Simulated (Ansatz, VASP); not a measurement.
**One calculation of LiF, two programs**

The input POSCAR:

```
LiF
1.0
    0.0000000000      2.1370702047      2.1370702047
    2.1370702047      0.0000000000      2.1370702047
    2.1370702047      2.1370702047      0.0000000000
Li F
1 1
Direct
    0.0000000000      0.0000000000      0.0000000000
    0.2500000000      0.2500000000      0.2500000000
```

File INCAR.step1:

```
SYSTEM = LiF
PREC = Accurate ; ENCUT = 520
ISMEAR = -1 ; SIGMA = 0.03
LREAL = .FALSE. ; LASPH = .TRUE.
NELM = 80 ; NBANDS = 12
GGA = PE ; ALGO = Normal
EDIFF = 1E-4 ; LWAVE = .TRUE.
LCHARG = .FALSE.
```

File INCAR.step2:

```
SYSTEM = LiF
PREC = Accurate ; ENCUT = 520
EDIFF = 1E-7 ; ISMEAR = -1
SIGMA = 0.03 ; LREAL = .FALSE.
LASPH = .TRUE. ; NELM = 80
ALGO = Normal ; ISIF = 2
LWAVE = .FALSE. ; LCHARG = .TRUE.
METAGGA = R2SCAN ; LMIXTAU = .TRUE.
LUSE_VDW = .TRUE. ; IVDW_NL = 2
BPARAM = 11.95 ; CPARAM = 0.0093
LELF = .TRUE. ; LVHAR = .TRUE.
NBANDS = 12 ; ISTART = 1
```

Contents of KPOINTS:

```
Automatic mesh
0
G
  12 12 12
  0 0 0
```

Input for Ansatz:

```yaml
crystal:
  lattice:
    - [0.0, 2.1370702047, 2.1370702047]
    - [2.1370702047, 0.0, 2.1370702047]
    - [2.1370702047, 2.1370702047, 0.0]
  atoms:
    - { symbol: Li, position: [0.0, 0.0, 0.0] }
    - { symbol: F, position: [0.25, 0.25, 0.25] }
kpoints:
  mp_grid: { grid: [12, 12, 12] }
  band_path:
    path:
      - [0.0, 0.0, 0.0]
      - [-0.5, -0.5, 0.0]
      - [-0.375, -0.375, 0.25]
      - [-0.375, 0.0, 0.375]
      - [0.0, 0.0, 0.5]
      - [-0.5, -0.25, 0.25]
    npoints: 1
hamiltonian:
  xc: r2scan
  dispersion: rvv10
scf:
  occupations: { method: fermi_dirac, width: 0.03 }
  n_extra_bands: 4
output:
  forces: true
  stress: true
  eigenvalues: true
```

Alike in both runs: task single point; functional r2SCAN; dispersion rVV10; k mesh 12 × 12 × 12; occupations fermi-dirac, width 0.03 eV; no spin polarisation.

|  | VASP | Ansatz |
| --- | --- | --- |
| version | VASP 6.6.1 | Ansatz 0.2.0 |
| potentials or method | VASP PAW PBE potentials, release 64 (Li_sv, F) | plane waves, PAW |
| plane-wave cutoff (eV) | 520 | 500 |
| valence electrons in the cell | 10 | 10 |

Ansatz gave:

| Quantity | Value |
| --- | --- |
| gap on the k mesh at the Fermi level (eV) | 8.63 |

Which values does VASP return?

gap on the k mesh at the Fermi level (eV): 8.72.

 A k mesh can miss the band edges. r2SCAN opens gaps a little over a GGA but as a rule still falls short of measured ones.
